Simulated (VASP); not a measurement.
Here is a VASP 6.6.1 calculation.

Contents of INCAR:

```
  PREC = Accurate
  ENCUT = 520
  EDIFF = 1E-7
  ISMEAR = 0
  SIGMA = 0.03
  LREAL = F
  LASPH = T
  NELM = 80
  ALGO = Normal
  ISIF = 2
  LWAVE = F
  LCHARG = T
  LDIPOL = T
  IDIPOL = 3
  DIPOL = 0.5 0.5 0.500
  GGA = PE
  LVHAR = T
  LVACPOTAV = T
  KPAR = 4
```

KPOINTS

```
regular mesh
0
Gamma
  12 12 1
```

POSCAR

```
ZrSe2                                   
1.0
    3.7551111207      0.0000000000      0.0000000000
   -1.8775555604      3.2520216282      0.0000000000
    0.0000000000      0.0000000000     19.1600000000
  Se              Zr            
     2     1
Direct
     0.3333330000000032    0.6666669999999968    0.4167438954278610
     0.6666669999999968    0.3333330000000032    0.5832561045721391
     0.0000000000000000    0.0000000000000000    0.5000000000000000
```

Potentials or basis: VASP PAW PBE potentials, release 64 (Se, Zr_sv).

Run with:

```sh
$ cat potpaw_PBE.64/Se/POTCAR potpaw_PBE.64/Zr_sv/POTCAR > POTCAR
$ mpirun -np 4 vasp_std > vasp.out
```

**Question.** What does it give for the ionisation potential of the upper face?

**Answer.** 5.52 eV.

**Question.** Predict the band gap on the k mesh.

**Answer.** 0.38 eV, indirect (least direct gap 1.10 eV).

**Question.** Estimate the largest force.

**Answer.** 0.086 eV/Å.

Forces on the atoms (eV/Å):
```
Se   0.000  0.000 -0.086
Se   0.000  0.000  0.086
Zr   0.000  0.000  0.000
```

Expect the measured gap to be larger: semilocal functionals such as PBE lack the derivative discontinuity.
